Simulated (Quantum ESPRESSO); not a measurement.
Rh: equation of state with LDA

**What was measured.**

“Thermal equation of state of rhodium characterized by XRD in a resistively heated diamond anvil cell”, 2024, pmc:11535440 quotes, for a bulk crystal of Rh: bulk modulus 264 ± 1 GPa.

Crystal: Rh.

```
Rh
1.0
     0.00000    1.89785    1.89785
     1.89785    0.00000    1.89785
     1.89785    1.89785    0.00000
Rh
1
Direct
  0.00000 0.00000 0.00000
```

* Program: Quantum ESPRESSO 7.5
* Task: equation of state
* Functional: LDA
* Potentials or basis: PseudoDojo 0.4.1 SR LDA stringent
* Cutoff: 1197 eV
* Density cutoff: 4789 eV
* k mesh: 12 × 12 × 12
* Occupations: cold, width 0.1 eV
* Spin: no spin polarisation
* Form of the LDA correlation: PW92
* Mixing beta: 0.5
* Most SCF iterations: 120
* SCF threshold: 2e-10 Ry

| Item | Value |
| --- | --- |
| Equilibrium volume | 13.24 Å³/atom |
| Bulk modulus | 319 GPa |
| Pressure derivative of the bulk modulus | 5.1 |

Energy against volume, from the lowest point:
| volume (Å³/atom) | energy (meV/atom) |
| --- | --- |
| 12.851 | 11.17 |
| 13.125 | 0.00 |
| 13.398 | 0.74 |
| 13.671 | 11.96 |
| 13.945 | 32.42 |
| 14.218 | 61.01 |
| 14.492 | 96.76 |

All runs of the series together: 88 s on 1 thread of AMD EPYC 7B13 (Zen 3), on a shared host.

Against the measured bulk modulus of Rh, 264 GPa (quoted in “Thermal equation of state of rhodium characterized by XRD in a resistively heated diamond anvil cell”, 2024, pmc:11535440), the calculated 319 GPa is off by +21.0 %. The fit is for a static lattice scaled at fixed shape and fixed fractional positions.

LDA usually gives volumes a few per cent too small.
